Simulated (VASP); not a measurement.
# MgS (F-43m) in VASP: single point with PBE

Aim: the single point of MgS with PBE.

All numbers are computed with VASP 6.6.1; they aren't measurements. Logs are shortened: lines on timing, memory, paths and dates and some standing lists are left out, and cuts for length are marked.

## (1) The crystal as given

Symmetry: F-43m, No. 216, cubic system. The conventional cell has a = 5.666 Å, b = 5.666 Å, c = 5.666 Å, α = 90.00°, β = 90.00°, γ = 90.00°. S (site symmetry -43m) is surrounded by 4 Mg at 2.45 Å. Mg (site symmetry -43m) is surrounded by 4 S at 2.45 Å.

The cell comes from a database or a generator and needn't be the stable form of this composition.

## (2) Single point, PBE

File INCAR:

```
SYSTEM = MgS
PREC = Accurate ; ENCUT = 520
EDIFF = 1E-6 ; ISMEAR = 0
SIGMA = 0.02 ; LREAL = .False.
LASPH = .True. ; NELM = 80
ALGO = Normal ; ISIF = 2
LWAVE = .False. ; LCHARG = .True.
GGA = PE ; LELF = .True.
LVHAR = .True. ; NBANDS = 11
```

File KPOINTS:

```
Automatic mesh
0
Gamma
  3 3 3
  0 0 0
```

File POSCAR:

```
MgS
1.0
    0.0000000000      2.8331200468      2.8331200468
    2.8331200468      0.0000000000      2.8331200468
    2.8331200468      2.8331200468      0.0000000000
S Mg
1 1
Direct
    0.2500000000      0.2500000000      0.2500000000
    0.0000000000      0.0000000000      0.0000000000
```

Potentials or basis: VASP PAW PBE potentials, release 64 (S, Mg).

Command:

```bash
$ cat potpaw_PBE.64/S/POTCAR potpaw_PBE.64/Mg/POTCAR > POTCAR
$ mpirun -np 1 vasp_std > vasp.out
```

OUTCAR:

```text
SYSTEM = MgS
   PREC = Accurate
   ENCUT = 520
   EDIFF = 1E-6
   ISMEAR = 0
   LREAL = .False.
   LASPH = .True.
   NELM = 80
   ISIF = 2
   GGA = PE

 ion  position               nearest neighbor table
   1  0.250  0.250  0.250-   2 2.45   2 2.45   2 2.45   2 2.45
   2  0.000  0.000  0.000-   1 2.45   1 2.45   1 2.45   1 2.45

  LATTYP: Found a face centered cubic cell.
 ALAT       =     5.6662400936

  Lattice vectors:

 A1 = (   0.0000000000,   2.8331200468,   2.8331200468)
 A2 = (   2.8331200468,   0.0000000000,   2.8331200468)
 A3 = (   2.8331200468,   2.8331200468,   0.0000000000)

Analysis of symmetry for initial positions (statically):
=====================================================================
 Subroutine PRICEL returns:
 Original cell was already a primitive cell.

 Routine SETGRP: Setting up the symmetry group for a
 face centered cubic supercell.

 Subroutine GETGRP returns: Found 24 space group operations
 (whereof 24 operations were pure point group operations)
 out of a pool of 48 trial point group operations.

The static configuration has the point symmetry T_d .

Analysis of symmetry for dynamics (positions and initial velocities):
=====================================================================
 Subroutine PRICEL returns:
 Original cell was already a primitive cell.

 Routine SETGRP: Setting up the symmetry group for a
 face centered cubic supercell.

 Subroutine GETGRP returns: Found 24 space group operations
 (whereof 24 operations were pure point group operations)
 out of a pool of 48 trial point group operations.

The dynamic configuration has the point symmetry T_d .

 Subroutine INISYM returns: Found 24 space group operations
 (whereof 24 operations are pure point group operations),
 and found     1 'primitive' translations

----------------------------------------------------------------------------------------

                                     Primitive cell

  volume of cell :      45.4805

  direct lattice vectors                    reciprocal lattice vectors
     0.000000000  2.833120047  2.833120047    -0.176483874  0.176483874  0.176483874
     2.833120047  0.000000000  2.833120047     0.176483874 -0.176483874  0.176483874
     2.833120047  2.833120047  0.000000000     0.176483874  0.176483874 -0.176483874

  length of vectors
     4.006636794  4.006636794  4.006636794     0.305679036  0.305679036  0.305679036

  position of ions in fractional coordinates (direct lattice)
     0.250000000  0.250000000  0.250000000
     0.000000000  0.000000000  0.000000000

  ion indices of the primitive-cell ions
   primitive index   ion index
                 1           1
                 2           2

----------------------------------------------------------------------------------------

 KPOINTS: Automatic mesh

Automatic generation of k-mesh.
 Grid dimensions read from file:
 generate k-points for:    3    3    3

 Generating k-lattice:

  Cartesian coordinates                     Fractional coordinates (reciprocal lattice)
    -0.058827958  0.058827958  0.058827958     0.333333333  0.000000000  0.000000000
     0.058827958 -0.058827958  0.058827958     0.000000000  0.333333333  0.000000000
     0.058827958  0.058827958 -0.058827958     0.000000000  0.000000000  0.333333333

  Length of vectors
     0.101893012  0.101893012  0.101893012

  Shift w.r.t. Gamma in fractional coordinates (k-lattice)
     0.000000000  0.000000000  0.000000000

 Subroutine IBZKPT returns following result:
 ===========================================

 Found      4 irreducible k-points:

 Following reciprocal coordinates:
            Coordinates               Weight
  0.000000  0.000000  0.000000      1.000000
  0.333333  0.000000  0.000000      8.000000
  0.333333  0.333333  0.000000      6.000000
 -0.333333  0.333333  0.000000     12.000000
   k-points           NKPTS =      4   k-points in BZ     NKDIM =      4   number of bands    NBANDS=     11
   number of dos      NEDOS =    301   number of ions     NIONS =      2
   total plane-waves  NPLWV =  27000
   dimension x,y,z NGX =    30 NGY =   30 NGZ =   30
   dimension x,y,z NGXF=    60 NGYF=   60 NGZF=   60
   ions per type =               1   1
   NGX,Y,Z   is equivalent  to a cutoff of  12.45, 12.45, 12.45 a.u.
   NGXF,Y,Z  is equivalent  to a cutoff of  24.90, 24.90, 24.90 a.u.
 SYSTEM =  MgS
   PREC   = accura    normal or accurate (medium, high low for compatibility)
   ISTART =      0    job   : 0-new  1-cont  2-samecut
   ICHARG =      2    charge: 1-file 2-atom 10-const
   ISPIN  =      1    spin polarized calculation?
   LNONCOLLINEAR =      F non collinear calculations
   LSORBIT =      F    spin-orbit coupling
   LASPH  =      T    aspherical Exc in radial PAW
   ENCUT  =  520.0 eV  38.22 Ry    6.18 a.u.   7.45  7.45  7.45*2*pi/ulx,y,z
   NELM   =     80;   NELMIN=  2; NELMDL= -5     # of ELM steps
   EDIFF  = 0.1E-05   stopping-criterion for ELM
   LREAL  =      F    real-space projection
   EDIFFG = 0.1E-04   stopping-criterion for IOM
   NSW    =      0    number of steps for IOM
   IBRION =     -1    ionic relax: 0-MD 1-quasi-New 2-CG
   NFREE  =      0    steps in history (QN), initial steepest desc. (CG)
   ISIF   =      2    stress and relaxation
   ISYM   =      2    0-nonsym 1-usesym 2-fastsym
   POTIM  = 0.5000    time-step for ionic-motion
   TEBEG  =    0.0;   TEEND  =   0.0 temperature during run
   PSTRESS=    0.0 pullay stress
   NELECT =       8.0000    total number of electrons
   NUPDOWN=      -1.0000    fix difference up-down
   EMIN   =  10.00;   EMAX   =-10.00  energy-range for DOS
   EFERMI =   0.00;   METHOD = LEGACY
   ISMEAR =     0;   SIGMA  =   0.02  broadening in eV -4-tet -1-fermi 0-gaus
   EFERMI_NEDOS =   21; number of points for ismear=-14 and -15
   IALGO  =     38    algorithm
   IMIX   =      4    mixing-type and parameters
     AMIX     =   0.40;   BMIX     =  1.00
     AMIX_MAG =   1.60;   BMIX_MAG =  1.00
  volume/ion in A,a.u.               =      22.74       153.46
  Fermi-wavevector in a.u.,A,eV,Ry     =   0.917269  1.733386 11.447692  0.841382
  Thomas-Fermi vector in A             =   2.042218
   LORBIT       =      0    0 simple, 1 ext, 2 COOP (PROOUT), +10 PAW based schemes
   GGA     = PE    functional components
   LHFCALC =     F    Hartree Fock is set to
   AEXX    =    0.0000 exact exchange contribution
   IVDW    =     0    specifies the selected vdW correction
   LEPSILON=     F    determine dielectric tensor
   LRPA    =     F    only Hartree local field effects (RPA)
 non-spin polarized calculation
 Gauss-broadening in eV      SIGMA  =   0.02
  energy-cutoff  :      520.00
  volume of cell :       45.48
 maximum number of plane-waves:      1243
 NGX is ok and might be reduce to    30
   NGX = 15   NGY = 15   NGZ = 15

 number of electron       8.0000001 magnetization

 Free energy of the ion-electron system (eV)
  ---------------------------------------------------
  ext. energy  EPLUGINS =         0.00000000
  ---------------------------------------------------
  free energy    TOTEN  =        -8.38084995 eV

  energy without entropy =       -8.38084995  energy(sigma->0) =       -8.38084995

 E-fermi :   1.2495     XC(G=0):  -8.3578

 val. band max:        1.1042626295   @ k =   0.0000   0.0000   0.0000
 cond. band min:       4.5301288762   @ k =   0.0000   0.0000   0.0000
 fundamental gap:      3.4258662467
 Fermi energy:         1.2495015740

 k-point     1 :       0.0000    0.0000    0.0000
  band No.  band energies     occupation
      1     -10.1512      2.00000
      2       1.1043      2.00000
      3       1.1043      2.00000
      4       1.1043      2.00000
      5       4.5301      0.00000
      6       9.0132      0.00000
      7       9.0132      0.00000
      8       9.0132      0.00000
      9      11.8991      0.00000
     10      11.8991      0.00000
     11      14.7754      0.00000

 k-point     2 :       0.3333    0.0000    0.0000
  band No.  band energies     occupation
      1      -9.6612      2.00000
      2      -1.4224      2.00000
      3       0.8512      2.00000
      4       0.8512      2.00000
      5       6.2097      0.00000
      6       8.9909      0.00000
      7       8.9909      0.00000
      8       9.2479      0.00000
      9      12.2643      0.00000
     10      12.2643      0.00000
     11      13.1854      0.00000

 k-point     3 :       0.3333    0.3333    0.0000
  band No.  band energies     occupation
      1      -9.5013      2.00000
      2      -1.2142      2.00000
      3       0.2920      2.00000
      4       0.2920      2.00000
      5       5.7194      0.00000
      6       7.1342      0.00000
      7      10.3712      0.00000
      8      11.5348      0.00000
      9      11.5348      0.00000
     10      13.7007      0.00000
     11      16.7381      0.00000

 k-point     4 :      -0.3333    0.3333    0.0000
  band No.  band energies     occupation
      1      -9.2998      2.00000
      2      -1.3087      2.00000
      3      -0.8827      2.00000
      4       0.4381      2.00000
      5       6.3839      0.00000
      6       8.4791      0.00000
      7      10.0093      0.00000
      8      10.5792      0.00000
      9      12.0974      0.00000
     10      12.4292      0.00000
     11      17.2159      0.00000

------------------------ aborting loop because EDIFF is reached ----------------------------------------

  FORCE on cell =-STRESS in cart. coord.  units (eV):
  Direction    XX          YY          ZZ          XY          YZ          ZX
  --------------------------------------------------------------------------------------
  -------------------------------------------------------------------------------------
  Total        0.3603097      0.3603097      0.3603097     -0.0000000      0.0000000     -0.0000000
  in kB       12.6929227     12.6929227     12.6929227     -0.0000000      0.0000000     -0.0000000
  external PRESSURE =      12.6929227 kB  Pullay stress =       0.0000000 kB

 VOLUME and BASIS-vectors are now :
 -----------------------------------------------------------------------------
  energy-cutoff  :      520.00
  volume of cell :       45.48
      direct lattice vectors                 reciprocal lattice vectors
     0.000000000  2.833120047  2.833120047    -0.176483874  0.176483874  0.176483874
     2.833120047  0.000000000  2.833120047     0.176483874 -0.176483874  0.176483874
     2.833120047  2.833120047  0.000000000     0.176483874  0.176483874 -0.176483874

 POSITION                                       TOTAL-FORCE (eV/Angst)
 -----------------------------------------------------------------------------------
      1.41656      1.41656      1.41656         0.000000      0.000000      0.000000
      0.00000      0.00000      0.00000        -0.000000     -0.000000     -0.000000
 -----------------------------------------------------------------------------------
    total drift:                                0.000000      0.000000      0.000000

  FREE ENERGIE OF THE ION-ELECTRON SYSTEM (eV)
  ---------------------------------------------------
  free  energy   TOTEN  =        -8.3808499492 eV

  energy  without entropy=       -8.3808499492  energy(sigma->0) =       -8.38084995
```

Wall time 4.2 s (1 thread of Intel Xeon 6975P-C (Granite Rapids), shared host); peak memory 0.16 GiB.

What came out:

| Property | Result |
| --- | --- |
| Free energy | -8.3808 eV |
| Pressure | 1.3 GPa |
| Band gap on the k mesh | 3.43 eV, direct |

Levels at points of the mesh, in eV from the valence-band top:
| k point | band 1 | band 2 | band 3 | band 4 | band 5 | band 6 | band 7 | band 8 | band 9 |
| --- | --- | --- | --- | --- | --- | --- | --- | --- | --- |
| (0.00, 0.00, 0.00) | -11.26 | 0.00 | 0.00 | 0.00 | 3.43 | 7.91 | 7.91 | 7.91 | 10.79 |

Caveat: the k mesh is coarse (spacing up to 0.64 Å⁻¹), so the values aren't converged. Expect the measured gap to be larger: semilocal functionals such as PBE lack the derivative discontinuity.
